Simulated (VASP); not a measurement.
Wanted: the native input for a VASP 6.6.1 run.

| Item | Value |
| --- | --- |
| Task | single point |
| Functional | r2SCAN |
| Potentials or basis | VASP PAW PBE potentials, release 64 (Mo_sv, S) |
| Cutoff | 520 eV |
| k mesh | 8 × 8 × 2 |
| Occupations | methfessel-paxton, width 0.05 eV |
| Spin | no spin polarisation |
| Dipole correction | no |
| Further INCAR settings | ALGO = Normal; EDIFF = 1e-06; NBANDS = 20 |

MoS2, a slab with vacuum:

```
CELL_PARAMETERS angstrom
3.18413 0.00000 0.00000
-1.59206 2.75753 0.00000
0.00000 0.00000 17.33460
ATOMIC_POSITIONS crystal
Mo 0.00000 0.00000 0.00000
S 0.33333 0.66667 0.08949
S 0.33333 0.66667 0.91051
```

The input as run:

POSCAR

```
MoS2
1.0
    3.1841260000      0.0000000000      0.0000000000
   -1.5920630000      2.7575340000      0.0000000000
    0.0000000000      0.0000000000     17.3346000000
Mo S
1 2
Direct
    0.0000000000      0.0000000000      0.0000000000
    0.3333330000      0.6666670000      0.0894930000
    0.3333330000      0.6666670000      0.9105070000
```

INCAR.step1

```
PREC = Accurate
ENCUT = 520
ISMEAR = 1
SIGMA = 0.05
LREAL = F
LASPH = T
NELM = 100
NBANDS = 20
GGA = PE
ALGO = Normal
EDIFF = 1E-4
LWAVE = T
LCHARG = F
```

INCAR.step2

```
PREC = Accurate
ENCUT = 520
EDIFF = 1E-6
ISMEAR = 1
SIGMA = 0.05
LREAL = F
LASPH = T
NELM = 100
ALGO = Normal
ISIF = 2
LWAVE = F
LCHARG = F
METAGGA = R2SCAN
LMIXTAU = T
NBANDS = 20
ISTART = 1
```

KPOINTS

```
Automatic mesh
0
Gamma
  8 8 2
```

Potentials or basis: VASP PAW PBE potentials, release 64 (Mo_sv, S).

The run is started by

```sh
$ cat potpaw_PBE.64/Mo_sv/POTCAR potpaw_PBE.64/S/POTCAR > POTCAR
$ cp INCAR.step1 INCAR
$ mpirun -np 1 vasp_std > vasp.out
$ cp INCAR.step2 INCAR
$ mpirun -np 1 vasp_std > vasp.out
```

Results of the run:

The largest force is 0.022 eV/Å and the band gap on the k mesh is 1.87 eV, indirect (least direct gap 2.10 eV).

Caveat: the PAW data sets were made with another functional, which shifts forces and pressure a little.

Wall time 3 min on 1 thread of Intel(R) Xeon(R) Platinum 8488C (Sapphire Rapids) (shared host), peak memory 0.32 GiB.
